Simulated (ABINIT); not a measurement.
Runs of ABINIT 10.8.3 (patched build) on MnS. The structure is cubic, space group F-43m (No. 216). Conventional cell: a = 4.947 Å, b = 4.947 Å, c = 4.947 Å, α = 90.00°, β = 90.00°, γ = 90.00°. Mn (site symmetry -43m) is surrounded by 4 S at 2.14 Å. Around S (site symmetry -43m) lie 4 Mn at 2.14 Å. The cell is a database's computed one.

```csv
task,level,potentials or basis,k mesh,cutoff (eV),fine-grid cutoff,mesh quality,gap on the mesh (eV),pressure (GPa),moment (μB)
single point,PBEsol,JTH PAW PBE v2.0,7 × 7 × 7,707,1306.15 eV,not flagged,none,-2.3,(a)
band structure,LDA-PZ,JTH PAW LDA v2.0,9 × 9 × 9,544,1088.46 eV,not flagged,none,-,0.07
band structure,RPBE,JTH PAW PBE v2.0,9 × 9 × 9,707,1306.15 eV,not flagged,none,6.5,0.22
single point,LDA,JTH PAW LDA v2.0,4 × 4 × 4,544,1088.46 eV,coarse,none,-,0.07
band structure,revPBE,JTH PAW PBE v2.0,9 × 9 × 9,707,1306.15 eV,not flagged,none,5.7,0.22
single point,LDA,JTH PAW LDA v2.0,7 × 7 × 7,544,1088.46 eV,not flagged,none,-,0.21
single point,LDA,JTH PAW LDA v2.0,12 × 12 × 12,544,1088.46 eV,not flagged,none,-,(b)
```

Alike in all rows: spin collinear, ferromagnetic start; cell as given; smearing fermi-dirac 0.05 eV.

Question: Estimate the missing entries.

Answer: (a) 0.27; (b) 0.18.

Caveats: some runs use coarse meshes; the moment fell far below its start of 4 μB, so a state of higher moment may lie lower in energy; semilocal functionals often make such compounds metallic where correlation or magnetic order opens a gap, which also shifts bond lengths; the PAW data sets were made with another functional, which shifts forces and pressure a little (some runs).

A gap of «none» marks a metal or a gap under the smearing width.

Runs at the PBE level aren't shown here.
